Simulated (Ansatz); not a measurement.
The following input was run with Ansatz 0.2.0.

```yaml
crystal:
  lattice:
    - [2.8969376084, 0.0, 0.0]
    - [0.0, 2.8969376084, 0.0]
    - [0.0, 0.0, 2.8969376084]
  atoms:
    - { symbol: Na, position: [0.0, 0.0, 0.0] }
    - { symbol: H, position: [0.5, 0.5, 0.5] }
basis:
  ecutwfc: 420
kpoints:
  mp_grid: { grid: [10, 10, 10] }
hamiltonian:
  xc: pbe
scf:
  occupations: { method: gaussian, width: 0.02 }
output:
  forces: true
  stress: true
  eigenvalues: true
```

Command:
```bash
ansatz run input.yaml --threads 1 --pin off --max-ram 1331MiB --backend cpu --events-out ev --progress --plain --runs-dir out
```

Theory: DFT PBE, scalar-relativistic, plane waves, PAW (Ansatz 0.2.0).

Abridged output (iterations and final results):

```
SCF iter   1: F=—  HF=-1502.357271 eV  |F-HF|=—  |Δ(HF+E_count)|=         —  Δρ=4.46e-3  dr2=4.65e-3  ethr=1.77e-3  ⟨swp⟩=5.9  Hψ=3419  notcnv=0
SCF iter   2: F=—  HF=-1502.355984 eV  |F-HF|=—  |Δ(HF+E_count)|=   1.29e-3  Δρ=7.88e-4  dr2=1.46e-4  ethr=4.65e-5  ⟨swp⟩=2.0  Hψ=1177  notcnv=0
SCF iter   3: F=—  HF=-1502.355988 eV  |F-HF|=—  |Δ(HF+E_count)|=   4.18e-6  Δρ=1.23e-4  dr2=3.10e-6  ethr=1.46e-6  ⟨swp⟩=1.9  Hψ=553  notcnv=0
SCF iter   4: F=—  HF=-1502.355998 eV  |F-HF|=—  |Δ(HF+E_count)|=   9.46e-6  Δρ=3.28e-5  dr2=8.47e-8  ethr=3.10e-8  ⟨swp⟩=2.0  Hψ=560  notcnv=0
SCF iter   5: F=-1502.355999 eV  HF=-1502.355999 eV  |F-HF|=1.80e-9  |Δ(HF+E_count)|=   7.89e-7  Δρ=4.87e-6  dr2=4.67e-9  ethr=8.47e-10  ⟨swp⟩=2.8  Hψ=726  notcnv=0
SCF iter   6: F=-1502.355999 eV  HF=-1502.355999 eV  |F-HF|=7.28e-12  |Δ(HF+E_count)|=  9.52e-10  Δρ=1.17e-7  dr2=1.33e-12  ethr=4.67e-11  ⟨swp⟩=1.7  Hψ=1342  notcnv=0
SCF 1 converged in 6 iterations: F = -1502.355999 eV  dr2 = 1.33e-12
SCF converged after 6 iterations
Free energy (F): -1502.355999 eV
Harris-Foulkes:  -1502.355999 eV  (|F-HF|=7.28e-12)
Internal energy: -1502.355999 eV  (E = F + TS)
E sigma→0 (E₀):  -1502.355999 eV
Fermi energy:    4.392313 eV
--- Per-component energies (eV) ---
  E_band       = -220.977369
  E_kinetic    = 134.688586
  E_local      = -1285.351907  (includes V_loc(G=0)·N_el)
  E_nonlocal   = 116.550944
  E_hartree    = 457.882805
  E_xc         = -48.462682
  E_vxc        = -62.356502  (∫ρ·V_xc dr)
  E_paw        = -263.556465  (= ΣΔE_a)
  E_vpaw       = -40.273075  (= ΣTr[D̂ρ^β])
  E_aug_tail   = -0.001016  (compensation charges beyond the density's cutoff)
  E_ewald      = -614.106265
  E_smearing   =  0.000000  (= −TS)
--- Forces (eV/Å), atoms counted from 1 ---
  atom   1  Na     0.00000000     0.00000000     0.00000000
  atom   2  H      0.00000000     0.00000000     0.00000000
--- Stress (GPa, compression-positive) ---
        1.865267       0.000000       0.000000
        0.000000       1.865267       0.000000
        0.000000       0.000000       1.865267
  P = ⅓ Tr σ = 1.8653 GPa (18.653 kbar)
--- Band table (eV; the first three rows and the last of 56) ---
  k-point 0: bands = ["-48.8857", "-20.7057", "-20.7057", "-20.7057", "-2.3244", "13.0413", "15.0749", "15.0749", "16.7905"]
  k-point 1: bands = ["-48.8840", "-20.7262", "-20.7039", "-20.7039", "-2.1609", "11.9954", "14.1559", "15.2467", "16.9101"]
  k-point 2: bands = ["-48.8797", "-20.7796", "-20.6993", "-20.6993", "-1.6854", "9.6265", "14.2822", "15.7584", "17.2614"]
  k-point 55: bands = ["-48.8359", "-20.8500", "-20.8500", "-20.8500", "3.8746", "10.8549", "10.8549", "10.8549", "13.3551"]
```

Self-consistency was reached.